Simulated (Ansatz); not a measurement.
A first try at a comparison of enthalpies under pressure of two structures of Zn, using the Ansatz DFT code, driven from Python.

The cells in order, each with its output:

```python
import warnings

import ansatz
import numpy as np
```

```python
def bcc(a_site, a):
    return (
        ansatz.Lattice.bcc(a)
        .space_group(229)
        .atom(a_site, [0, 0, 0])
        .primitive()
    )
```

```python
def fcc(A, a):
    return (
        ansatz.Lattice.fcc(a)
        .space_group(225)
        .atom(A, [0, 0, 0])
        .primitive()
    )
```

```python
def compute(name, crystal, pressure=0.0):
    calc = crystal.calculation()
    calc = calc.functional("pbe")
    calc = calc.basis(510)
    calc = calc.kpoints(spacing=0.3)
    calc = calc.occupations("fermi_dirac", width=0.05)
    calc = calc.relax(force_tolerance=0.01, max_steps=30, cell=True, pressure=pressure)
    return calc.run(threads=1, pin="off")


def volume_per_atom(outcome):
    return abs(np.linalg.det(outcome.lattice.cell_ang)) / len(outcome.lattice.sites)
```

```python
warnings.simplefilter("ignore", ansatz.DeckWarning)

phases = {}
phases["bcc"] = bcc("Zn", 3.13)
phases["fcc"] = fcc("Zn", 3.94)
```

```python
# H = E + PV, with 1 eV per cubic angstrom equal to 160.2 GPa
pressures = [0, 5, 10, 20]
enthalpy, volume = {name: [] for name in phases}, {name: [] for name in phases}
for p in pressures:
    for name, crystal in phases.items():
        o = compute(name, crystal, pressure=p)
        volume[name].append(volume_per_atom(o))
        enthalpy[name].append(o.report["energy_sigma0_ev"] / len(o.lattice.sites) + p * volume[name][-1])
gap = np.array(enthalpy["fcc"]) - np.array(enthalpy["bcc"])
rows = [(p, va, vb, 1000 * d) for p, va, vb, d in zip(pressures, volume["bcc"], volume["fcc"], gap)]
print("   P (GPa)  V bcc (A^3/atom)  V fcc (A^3/atom)  H(fcc) - H(bcc) (meV/atom)")
for row in rows:
    print(f"{row[0]:10d}  {row[1]:16.3f}  {row[2]:16.3f}  {row[3]:+26.1f}")
crossings = [p0 - g0 * (p1 - p0) / (g1 - g0) for p0, p1, g0, g1 in zip(pressures, pressures[1:], gap, gap[1:]) if g0 * g1 < 0]
print("crossing near", [round(float(p), 1) for p in crossings], "GPa") if crossings else print("no crossing in this range")
```

       P (GPa)  V bcc (A^3/atom)  V fcc (A^3/atom)  H(fcc) - H(bcc) (meV/atom)
             0            15.371            15.087                       -53.3
             5            14.451            14.188                     -1365.7
            10            13.783            13.538                     -2499.2
            20            12.817            12.629                     -3821.9
    no crossing in this range

The session ran to its end, but the result can't be trusted. Why?

The fault: the PV term multiplies GPa by cubic angstrom with no conversion to eV. Mended:

```diff
--- before
+++ after
@@
         volume[name].append(volume_per_atom(o))
-        enthalpy[name].append(o.report["energy_sigma0_ev"] / len(o.lattice.sites) + p * volume[name][-1])
+        enthalpy[name].append(o.report["energy_sigma0_ev"] / len(o.lattice.sites) + p * volume[name][-1] / 160.21766)
 gap = np.array(enthalpy["fcc"]) - np.array(enthalpy["bcc"])
```

Run as a notebook:

(earlier cells as before)

In [6]:
```python
# H = E + PV, with 1 eV per cubic angstrom equal to 160.2 GPa
pressures = [0, 5, 10, 20]
enthalpy, volume = {name: [] for name in phases}, {name: [] for name in phases}
for p in pressures:
    for name, crystal in phases.items():
        o = compute(name, crystal, pressure=p)
        volume[name].append(volume_per_atom(o))
        enthalpy[name].append(o.report["energy_sigma0_ev"] / len(o.lattice.sites) + p * volume[name][-1] / 160.21766)
gap = np.array(enthalpy["fcc"]) - np.array(enthalpy["bcc"])
rows = [(p, va, vb, 1000 * d) for p, va, vb, d in zip(pressures, volume["bcc"], volume["fcc"], gap)]
print("   P (GPa)  V bcc (A^3/atom)  V fcc (A^3/atom)  H(fcc) - H(bcc) (meV/atom)")
for row in rows:
    print(f"{row[0]:10d}  {row[1]:16.3f}  {row[2]:16.3f}  {row[3]:+26.1f}")
crossings = [p0 - g0 * (p1 - p0) / (g1 - g0) for p0, p1, g0, g1 in zip(pressures, pressures[1:], gap, gap[1:]) if g0 * g1 < 0]
print("crossing near", [round(float(p), 1) for p in crossings], "GPa") if crossings else print("no crossing in this range")
```
```text
   P (GPa)  V bcc (A^3/atom)  V fcc (A^3/atom)  H(fcc) - H(bcc) (meV/atom)
         0            15.371            15.087                       -53.3
         5            14.451            14.188                       -61.8
        10            13.783            13.538                       -70.2
        20            12.817            12.629                       -84.3
no crossing in this range
```

At a fixed pressure a relaxation lowers the enthalpy F + PV, while F alone can rise. For the metals among these phases the mesh is modest: differences between phases can be off by up to 40 meV an atom. Only these two structures are compared, at zero temperature and with their symmetry kept; either may be hypothetical, and another phase may be lower than both. Differences under about 40 meV an atom lie within the error of mesh and functional. The cells are prototypes set up for this calculation and needn't exist. The whole script took 22 s on 1 thread of Arm Neoverse V2, on a shared host, peak memory 0.36 GiB.

(Lines on the test bed's own set-up are left out of the output.)
